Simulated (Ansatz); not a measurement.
# GaN: the order of phases at one pressure, part 2 of 2

Aim: bring GaN in several structures (rocksalt, CsCl, zincblende, wurtzite, NiAs) to one pressure and rank them by enthalpy. The pressure is set by scaling the first phase. Methods of the runs shown: LAPW. Companion runs by PAW are cited.

Ansatz 0.2.0; DFT PBE; a cell built from a prototype (rocksalt type), not taken from measurement. Earlier steps stand in the parts before.

### 4 Zincblende relaxed under pressure, LAPW

input.yaml

```yaml
crystal:
  lattice:
    - [0.0, 1.9019798768, 1.9019798768]
    - [1.9019798768, 0.0, 1.9019798768]
    - [1.9019798768, 1.9019798768, 0.0]
  atoms:
    - { symbol: Ga, position: [0.0, 0.0, 0.0] }
    - { symbol: "N", position: [0.25, 0.25, 0.25] }
kpoints:
  mp_grid: { grid: [18, 18, 18] }
scf:
  occupations: { method: fermi_dirac, width: 0.05 }
hamiltonian:
  xc: pbe
  pseudopotentials: { kind: all_electron, lapw: { basis_error: 0.0005 } }
output:
  forces: true
  stress: true
  eigenvalues: true
relax:
  f_tol: 0.005
  max_steps: 12
  cell: { p_target: 290.0, stress_tol: 0.145 }
```

The run is started by

```console
$ ansatz run input.yaml --threads 1 --pin off --max-ram 3584MiB --backend cpu --events-out ev --progress --plain --runs-dir out
```

The log of the run:

```text
The last accepted step is kept in <dir> (removed where the run ends without a failure and the disk answers)
LAPW: plane waves up to 13.463 Å⁻¹, error target 5.0e-4 eV per atom; small_component_spin mean_spin; N in spheres of 0.686 Å, 7 of its electrons in bands, Dirac shells []; Ga in spheres of 0.912 Å, 21 of its electrons in bands, Dirac shells []
Engine: ansatz 0.2.0
Pseudopotentials: kind: all_electron
Pseudopotential: Ga, LAPW, valence charge 21, Koelling and Harmon's equation, gaussian nucleus
Pseudopotential: N, LAPW, valence charge 7, Koelling and Harmon's equation, gaussian nucleus
Functional definition: PBE
  parameter kappa = 0.804
  parameter beta = 0.06672455060314922
  exchange = pbe_x(kappa = kappa, mu = beta*pi^2/3)
  correlation = pbe_c(beta = beta)
Crystal: 2 atoms, lattice volume = 13.761 Å³
Basis set: ecut = 690.6116894244715 eV, 537 PW (Γ), exchange–correlation at level 2
Bands: 18, of which v1, the nominal top of the filled ones, is band 14 counted from 1 (13 counted from 0)
Symmetry: 24 space group operations
Space group: F-43m (ITA 216), of the structure as read, at distance tolerance 2.4e-5 Å
k-points: 195 of 5832 (time reversal used)
Non-local potential: Ga, projectors of the file, none
Non-local potential: N, projectors of the file, none
Initial density: superposition of atomic densities (chi_scale 0.1, normalization cell, long waves kept (reshape's long-wave potential 0.00 eV rms))
Initial wavefunctions: plane waves of lowest kinetic energy (no species holds an atomic orbital)
Functional: x = pbe(κ = 0.804, μ = 0.2195149727645171), c = pbe(β = 0.06672455060314922)
iter 1 solved again at ethr=2.86e-2 eV; its pass at ethr=1.00e-1 eV (dr2=8.00e0 eV) is discarded
SCF iter   1: F=—  HF=-54388.778748 eV  |F-HF|=—  |Δ(HF+E_count)|=         —  Δρ=2.53e-1  dr2=8.01e0  ethr=2.86e-2  ⟨swp⟩=2.0  Hψ=22982  notcnv=0
preconditioner: auto → none  [insulator: Δε(μ)=6.200 eV  Ē_g=23.285 eV  σ=0.050 eV  W_gap=1.00  n_scr=8 (ndim 8)  ℏωp=42.5 eV  f_vac=0.000  D(μ)=0.00/eV (n_scr^D=0)  ε∞_Penn≈4.3]
iter 2 solved again at ethr=6.12e-4 eV; its pass at ethr=2.86e-2 eV (dr2=1.71e-1 eV) is discarded
SCF iter   2: F=—  HF=-54385.530606 eV  |F-HF|=—  |Δ(HF+E_count)|=    3.25e0  Δρ=5.26e-2  dr2=1.72e-1  ethr=6.12e-4  ⟨swp⟩=2.0  Hψ=18481  notcnv=0
SCF iter   3: F=—  HF=-54385.350953 eV  |F-HF|=—  |Δ(HF+E_count)|=         —  Δρ=1.92e-2  dr2=2.37e-2  ethr=6.12e-4  ⟨swp⟩=3.0  Hψ=10854  notcnv=0
the basis was enlarged: its passes take 296.3 KiB over the memory plan, 1 of 1 planned eigensolver slots
SCF iter   4: F=—  HF=-54385.346018 eV  |F-HF|=—  |Δ(HF+E_count)|=   4.93e-3  Δρ=8.86e-3  dr2=4.82e-3  ethr=8.45e-5  ⟨swp⟩=2.0  Hψ=9750  notcnv=0
SCF iter   5: F=—  HF=-54385.345879 eV  |F-HF|=—  |Δ(HF+E_count)|=   1.39e-4  Δρ=5.74e-4  dr2=2.09e-5  ethr=1.72e-5  ⟨swp⟩=2.0  Hψ=9143  notcnv=0
SCF iter   6: F=—  HF=-54385.345903 eV  |F-HF|=—  |Δ(HF+E_count)|=   2.42e-5  Δρ=1.64e-4  dr2=1.12e-6  ethr=7.45e-8  ⟨swp⟩=3.0  Hψ=9996  notcnv=0
SCF iter   7: F=-54385.345903 eV  HF=-54385.345903 eV  |F-HF|=1.81e-9  |Δ(HF+E_count)|=   2.03e-7  Δρ=1.53e-5  dr2=1.25e-8  ethr=4.02e-9  ⟨swp⟩=3.0  Hψ=9582  notcnv=0
SCF 1 converged in 7 iterations: F = -54385.345903 eV  dr2 = 1.25e-8
relax step   1: F+E_penalty+E_count = -54385.34590295 eV  Δ(F+E_penalty+E_count) = +0.000e0 eV  max|allowed force component| = 3.146e-16 eV/Å  Δτ_max = 0.0000 Å  P = +289.398 GPa  Ω = 13.761 Å³  (7 SCF iters, accepted)
Crystal: 2 atoms, lattice volume = 13.754 Å³
Basis set: ecut = 690.840290674372 eV, 537 PW (Γ), exchange–correlation at level 2
Initial density: handed on by an earlier stage of this run
Initial wavefunctions: those handed on with the density
iter 1 solved again at ethr=1.41e-9 eV; its pass at ethr=1.00e-1 eV (dr2=3.93e-7 eV) is discarded
SCF iter   1: F=—  HF=-54385.333555 eV  |F-HF|=—  |Δ(HF+E_count)|=         —  Δρ=7.66e-5  dr2=6.74e-7  ethr=1.41e-9  ⟨swp⟩=4.0  Hψ=18554  notcnv=0
preconditioner: auto → none  [insulator: Δε(μ)=3.379 eV  Ē_g=23.726 eV  σ=0.050 eV  W_gap=1.00  n_scr=8 (ndim 8)  ℏωp=42.5 eV  f_vac=0.001  D(μ)=0.00/eV (n_scr^D=0)  ε∞_Penn≈4.2]
iter 2 solved again at ethr=5.51e-11 eV; its pass at ethr=1.41e-9 eV (dr2=1.54e-8 eV) is discarded
SCF iter   2: F=-54385.333554 eV  HF=-54385.333555 eV  |F-HF|=2.63e-8  |Δ(HF+E_count)|=   1.99e-7  Δρ=1.74e-5  dr2=1.55e-8  ethr=5.51e-11  ⟨swp⟩=2.0  Hψ=16875  notcnv=0
SCF 2 converged in 2 iterations: F = -54385.333554 eV  dr2 = 1.55e-8
relax step   2: F+E_penalty+E_count = -54385.33355449 eV  Δ(F+E_penalty+E_count) = +1.235e-2 eV  max|allowed force component| = 2.220e-16 eV/Å  Δτ_max = 0.0000 Å  P = +289.969 GPa  Ω = 13.754 Å³  (2 SCF iters, accepted)
iter 1 solved again at ethr=5.52e-11 eV; its pass at ethr=1.00e-1 eV (dr2=1.55e-8 eV) is discarded
SCF iter   1: F=—  HF=-54385.333554 eV  |F-HF|=—  |Δ(HF+E_count)|=         —  Δρ=1.74e-5  dr2=1.55e-8  ethr=5.52e-11  ⟨swp⟩=3.0  Hψ=15586  notcnv=0
preconditioner: auto → none  [insulator: Δε(μ)=3.378 eV  Ē_g=23.727 eV  σ=0.050 eV  W_gap=1.00  n_scr=8 (ndim 8)  ℏωp=42.5 eV  f_vac=0.001  D(μ)=0.00/eV (n_scr^D=0)  ε∞_Penn≈4.2]
SCF iter   2: F=-54385.333555 eV  HF=-54385.333555 eV  |F-HF|=3.78e-9  |Δ(HF+E_count)|=   2.55e-8  Δρ=8.49e-6  dr2=4.83e-9  ethr=5.52e-11  ⟨swp⟩=3.0  Hψ=10183  notcnv=0
SCF 3 converged in 2 iterations: F = -54385.333555 eV  dr2 = 4.83e-9
relax step   3: F+E_penalty+E_count = -54385.33355451 eV  Δ(F+E_penalty+E_count) = -1.917e-8 eV  max|allowed force component| = 2.776e-16 eV/Å  Δτ_max = 0.0000 Å  P = +289.962 GPa  Ω = 13.754 Å³  stress off target by 3.80e-2 GPa  SCF on the basis re-selected at this cell (its energy is not comparable with the rows above)  (2 SCF iters)
basis re-selected at this cell: Δ(F+E_penalty+E_count) = -1.917e-8 eV, ΔP = -0.007 GPa vs the last step (what re-selecting the basis moved, after the strain that the cell walked since its last selection, with what the two solves' SCF thresholds leave and, on support functions, any second-order correction that the steps lacked; it is no measure of the basis error at this ecutwfc). This SCF's stress stands 3.80e-2 GPa from its target on what of the cell is left free (relax.cell.stress_tol is 1.45e-1 GPa) and its largest allowed force component is 2.78e-16 eV/Å (relax.f_tol is 5.00e-3 eV/Å): within both
SCF converged after 2 iterations
Free energy (F): -54385.333555 eV
Harris-Foulkes:  -54385.333555 eV  (|F-HF|=3.78e-9)
Internal energy: -54385.333555 eV  (E = F + TS)
E sigma→0 (E₀):  -54385.333555 eV
Fermi energy:    24.580650 eV
--- Per-component energies (eV) ---
  E_band       = -1172.395655
  E_kinetic    = 55495.278290
  E_xc         = -2261.249972
  E_electrostatic = -107619.361873  (all electrons and nuclei)
  E_smearing   = -0.000000  (= −TS)
  E_closure    = 0.000000  (closes the sum)
  E_atoms      = -54378.687074  (free atoms, spherical and without spin; not in F)
  Σ components = -54385.333555   (vs F -54385.333555, Δ=0.00e0)
  Basis errors (estimates in eV, not in F): energy 2.4e-4 per atom: plane waves 2.1e-4 (1.3e-4 summed), levels above the bands 1.4e-121, relativity 2.7e-8, radial functions 2.2e-5, core shells 9.5e-8; eigenvalues (radial functions only) 5.2e-7; not estimated: angular momenta, meshes, grids; target (lapw.basis_error) 5.0e-4; muffin-tin radii N 0.686 Å, Ga 0.911 Å
--- Forces (eV/Å), atoms counted from 1 ---
  atom   1  Ga    -0.00000000     0.00000000     0.00000000
  atom   2  N      0.00000000    -0.00000000    -0.00000000
  max |Σ_I F_I| component: 5.55e-17 eV/Å
--- Stress (GPa, compression-positive) ---
      289.961997       0.000000      -0.000000
        0.000000     289.961997      -0.000000
       -0.000000      -0.000000     289.961997
  P = ⅓ Tr σ = 289.9620 GPa (2899.620 kbar)
--- Band table (eV; the first three rows and the last of 195) ---
  k-point 0: bands = ["-351.8651", "-120.1410", "-70.9124", "-70.9124", "-70.9124", "1.0064", "7.2311", "7.2311", "7.2311", "8.5080", "8.5080", "22.8625", "22.8625", "22.8625", "27.6610", "36.4262", "36.4262", "36.4262"]
  k-point 1: bands = ["-351.8651", "-120.1409", "-70.9130", "-70.9125", "-70.9125", "1.0765", "7.2296", "7.2465", "7.2465", "8.5050", "8.5050", "22.4875", "22.7984", "22.7984", "27.8820", "36.2259", "36.5277", "36.5277"]
  k-point 2: bands = ["-351.8651", "-120.1407", "-70.9149", "-70.9128", "-70.9128", "1.2820", "7.2317", "7.2895", "7.2895", "8.4984", "8.4984", "21.5118", "22.6182", "22.6182", "28.4107", "35.7235", "36.7768", "36.7768"]
  k-point 194: bands = ["-351.8651", "-120.1384", "-70.9286", "-70.9260", "-70.9213", "4.1810", "7.4295", "7.9576", "8.4209", "8.5609", "11.6116", "14.4795", "15.7528", "16.5181", "29.7265", "35.5821", "37.3535", "37.4098"]
--- Relaxed structure (2 steps of the walk, 2 accepted, 1 SCFs on fresh bases) ---
  F+E_penalty+E_count = -54385.33355451 eV   max|allowed force component| = 2.776e-16 eV/Å   (the final SCF, on the basis selected at the relaxed cell)
  cell:  # Å, volume = 13.7541 Å³
    - [7.96151880139935e-37, 1.901665165167149, 1.901665165167149]
    - [1.901665165167149, -8.757670681539296e-35, 1.901665165167149]
    - [1.901665165167149, 1.901665165167149, -1.1862663014085045e-34]
  atoms:
    - { symbol: Ga, position: [7.093419157797089e-35, -6.407809871169862e-35, -6.249592343486656e-35] }
    - { symbol: N, position: [0.25, 0.25, 0.25] }
```

Run time: 2 min. Hardware: 1 thread of Arm Neoverse V2, shared host; peak memory 0.62 GiB.

Step by step:

```
step  energy from step 1 (eV/cell)  largest force component (eV/Å)  pressure (GPa)  volume (Å³)
   1                        0.0000                          0.0000          289.40        13.76
   2                        0.0123                          0.0000          289.97        13.75
   3                        0.0123                          0.0000          289.96        13.75
```

Step 1 is the start. Step 3 repeats the geometry before on a plane-wave basis chosen anew for that cell, so the energy can jump there without any move; the table keeps such jumps.

| input's cell | before | after | change |
| --- | --- | --- | --- |
| a (Å) | 2.690 | 2.689 | -0.0 % |
| b (Å) | 2.690 | 2.689 | -0.0 % |
| c (Å) | 2.690 | 2.689 | -0.0 % |
| volume (Å³/atom) | 6.88 | 6.88 | -0.0 % |

In short: pressure 289.96 GPa; gap on the k mesh 3.38 eV.

### 5 Wurtzite at the cell that PAW relaxed, LAPW

input.yaml

```yaml
crystal:
  lattice:
    - [2.5943193727, 0.0, 0.0]
    - [-1.2971596864, 2.2467464823, 0.0]
    - [0.0, 0.0, 4.6841333003]
  atoms:
    - { symbol: Ga, position: [0.3333333333, 0.6666666667, 0.0146854981] }
    - { symbol: Ga, position: [0.6666666667, 0.3333333333, 0.5146854981] }
    - { symbol: "N", position: [0.3333333333, 0.6666666667, 0.3613145019] }
    - { symbol: "N", position: [0.6666666667, 0.3333333333, 0.8613145019] }
kpoints:
  mp_grid: { grid: [14, 14, 8] }
scf:
  occupations: { method: fermi_dirac, width: 0.05 }
hamiltonian:
  xc: pbe
  pseudopotentials: { kind: all_electron, lapw: { basis_error: 0.0005 } }
output:
  forces: true
  stress: true
  eigenvalues: true
  populations: true
```

The run is started by

```console
$ ansatz run input.yaml --threads 1 --pin off --max-ram 3584MiB --backend cpu --events-out ev --progress --plain --runs-dir out
```

The log of the run, shortened:

```text
Ga: projections on atomic orbitals take those of the free atom 1s2 2s2 2p6 3s2 3p6 3d10 4s2 4p1, of charge +0.00 (hamiltonian.pseudopotentials.projection_atoms)
N: projections on atomic orbitals take those of the free atom 1s2 2s2 2p3, of charge +0.00 (hamiltonian.pseudopotentials.projection_atoms)
LAPW: plane waves up to 13.243 Å⁻¹, error target 5.0e-4 eV per atom; small_component_spin mean_spin; N in spheres of 0.699 Å, 7 of its electrons in bands, Dirac shells []; Ga in spheres of 0.925 Å, 21 of its electrons in bands, Dirac shells []
[...]
[... 4 set-up lines as earlier in the session ...]
[...]
Crystal: 4 atoms, lattice volume = 27.303 Å³
[...]
SCF converged after 7 iterations
Free energy (F): -108770.394597 eV
[...]
E sigma→0 (E₀):  -108770.394597 eV
Fermi energy:    24.853890 eV
[...]
--- Forces (eV/Å), atoms counted from 1 ---
  atom   1  Ga    -0.00000000     0.00000000    -0.02711270
  atom   2  Ga     0.00000000    -0.00000000    -0.02711270
  atom   3  N     -0.00000000     0.00000000     0.02710006
  atom   4  N      0.00000000    -0.00000000     0.02710006
[...]
--- Stress (GPa, compression-positive) ---
      289.387352      -0.000000      -0.000000
       -0.000000     289.387352       0.000000
       -0.000000       0.000000     289.614966
  P = ⅓ Tr σ = 289.4632 GPa (2894.632 kbar)
--- Band table (eV; the first three rows and the last of 120) ---
[...]
--- Löwdin populations: 4 sites ---
  site symbol       q [e]
     0     Ga     30.0396
     1     Ga     30.0396
     2      N      7.9259
     3      N      7.9259
  spilling = 0.000908 (of n_electrons = 76.000000)
```

Wall time 2.6 min (1 thread of Arm Neoverse V2, shared host); peak memory 0.81 GiB.

Read from it: pressure 289.46 GPa; gap on the k mesh 2.90 eV; largest force 0.027 eV/Å.

### 6 NiAs at the cell that PAW relaxed, LAPW

input.yaml

```yaml
crystal:
  lattice:
    - [2.5123029332, 0.0, 0.0]
    - [-1.2561514666, 2.1757181622, 0.0]
    - [0.0, 0.0, 4.4556646788]
  atoms:
    - { symbol: Ga, position: [0.0, 0.0, 0.0] }
    - { symbol: Ga, position: [0.0, 0.0, 0.5] }
    - { symbol: "N", position: [0.3333333333, 0.6666666667, 0.25] }
    - { symbol: "N", position: [0.6666666667, 0.3333333333, 0.75] }
kpoints:
  mp_grid: { grid: [13, 13, 7] }
scf:
  occupations: { method: fermi_dirac, width: 0.05 }
hamiltonian:
  xc: pbe
  pseudopotentials: { kind: all_electron, lapw: { basis_error: 0.0005 } }
output:
  forces: true
  stress: true
  eigenvalues: true
  populations: true
```

The run is started by

```console
$ ansatz run input.yaml --threads 1 --pin off --max-ram 3584MiB --backend cpu --events-out ev --progress --plain --runs-dir out
```

The log of the run, shortened:

```text
Ga: projections on atomic orbitals take those of the free atom 1s2 2s2 2p6 3s2 3p6 3d10 4s2 4p1, of charge +0.00 (hamiltonian.pseudopotentials.projection_atoms)
N: projections on atomic orbitals take those of the free atom 1s2 2s2 2p3, of charge +0.00 (hamiltonian.pseudopotentials.projection_atoms)
LAPW: plane waves up to 11.704 Å⁻¹, error target 5.0e-4 eV per atom; small_component_spin mean_spin; N in spheres of 0.798 Å, 7 of its electrons in bands, Dirac shells []; Ga in spheres of 1.030 Å, 21 of its electrons in bands, Dirac shells []
[...]
[... 4 set-up lines as earlier in the session ...]
[...]
Crystal: 4 atoms, lattice volume = 24.355 Å³
[...]
SCF converged after 7 iterations
Free energy (F): -108770.292010 eV
[...]
E sigma→0 (E₀):  -108770.292010 eV
Fermi energy:    28.662228 eV
[...]
--- Forces (eV/Å), atoms counted from 1 ---
  atom   1  Ga    -0.00000000    -0.00000000     0.00000000
  atom   2  Ga    -0.00000000    -0.00000000     0.00000000
  atom   3  N     -0.00000000     0.00000000     0.00000000
  atom   4  N     -0.00000000    -0.00000000     0.00000000
[...]
--- Stress (GPa, compression-positive) ---
      289.491801       0.000000       0.000000
        0.000000     289.491801       0.000000
        0.000000       0.000000     289.184258
  P = ⅓ Tr σ = 289.3893 GPa (2893.893 kbar)
--- Band table (eV; the first three rows and the last of 84) ---
[...]
--- Löwdin populations: 4 sites ---
  site symbol       q [e]
     0     Ga     29.9869
     1     Ga     29.9869
     2      N      7.9576
     3      N      7.9576
  spilling = 0.001461 (of n_electrons = 76.000000)
```

Wall time 42 s (1 thread of Arm Neoverse V2, shared host); peak memory 0.64 GiB.

This run gives: pressure 289.39 GPa; gap on the k mesh 4.00 eV (an odd mesh misses the zone boundary).

### 7 All runs together

The PAW rows are taken from companion runs at the same settings.

Enthalpy per atom, H = F + pV at p = 290 GPa, from each method's lowest phase:

```
             method       start  space group, start → end  volume (Å³/atom)  pressure (GPa)  enthalpy (meV/atom)
               LAPW    rocksalt             Fm-3m → Fm-3m             6.029           289.9                  0.0
               LAPW        CsCl             Pm-3m → Pm-3m             5.927           290.1               1171.4
               LAPW  zincblende             F-43m → F-43m             6.877           290.0               1650.4
LAPW, at PAW's cell    wurtzite                    P6_3mc             6.826           289.5               1625.6
LAPW, at PAW's cell        NiAs                  P6_3/mmc             6.089           289.4                317.3
                PAW    rocksalt             Fm-3m → Fm-3m             6.031           290.0                  0.0
                PAW        CsCl             Pm-3m → Pm-3m             5.926           290.0               1164.5
                PAW  zincblende             F-43m → F-43m             6.880           290.0               1658.7
                PAW    wurtzite           P6_3mc → P6_3mc             6.826           290.0               1632.9
                PAW        NiAs       P6_3/mmc → P6_3/mmc             6.089           290.0                317.5
```

### 8 Summary of results

This closing draws on all 2 parts.

| quantity | value |
| --- | --- |
| pressure | 290 GPa |
| lowest (LAPW) | rocksalt, 317.3 meV/atom under NiAs |
| lowest (PAW) | rocksalt, 317.5 meV/atom under NiAs |

By LAPW the order is rocksalt < NiAs < CsCl < wurtzite < zincblende. By PAW the order is rocksalt < NiAs < CsCl < wurtzite < zincblende. The methods agree on the lowest phase. Only these structures were tried, with electrons smeared by 0.05 eV and without vibrations, so the true ground state may be another. The k meshes differ between phases and weren't tested, which can move differences by some meV.
